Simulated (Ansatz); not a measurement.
Put MoS3 in R-3c (No. 167): Mo on 6b; S on 18e. Recipe of this trial structure of MoS3: perovskite family, tilts a-a-a- (A site vacant; B site Mo; X site S).

All numbers below come from DFT PBE, scalar-relativistic, plane waves, PAW in Ansatz 0.2.0. Cutoff 420 eV, Γ-centred mesh, Gaussian smearing, no spin polarisation.

The zero of energy is the elements' standard structures at the same level; no fitted shifts are applied.

Problem. Give the relaxed lattice parameters and positions.

Solution.

Space group R-3c:H (No. 167). a = 6.028 Å, b = 6.028 Å, c = 15.382 Å, α = 90.00°, β = 90.00°, γ = 120.00°
```
atom  site  symmetry       x       y       z
  Mo    6b       -3.  0.0000  0.0000  0.5000
   S   18e        .2  0.6579  0.6579  0.2500
```

It has the AlF3 type. Mo is surrounded by 6 S at 2.36 Å; around S lie 2 Mo at 2.36 Å. Another local minimum with the same sites may exist.

Problem. Where does its energy lie, and is it a metal?

Solution. The energy over the elements is −0.15 eV/atom and the gap on the 12×12×12 mesh of the 8-atom cell is 0 eV (a metal). It lies below the elements, which doesn't yet make it stable against other compounds or structures.

The last run used Gaussian smearing of 0.10 eV. The zero gap may come from the functional, which often closes small gaps. The reference form of S is held partly by dispersion forces, which this level lacks. Symmetry constrained the relaxation, so the result can be a saddle point.
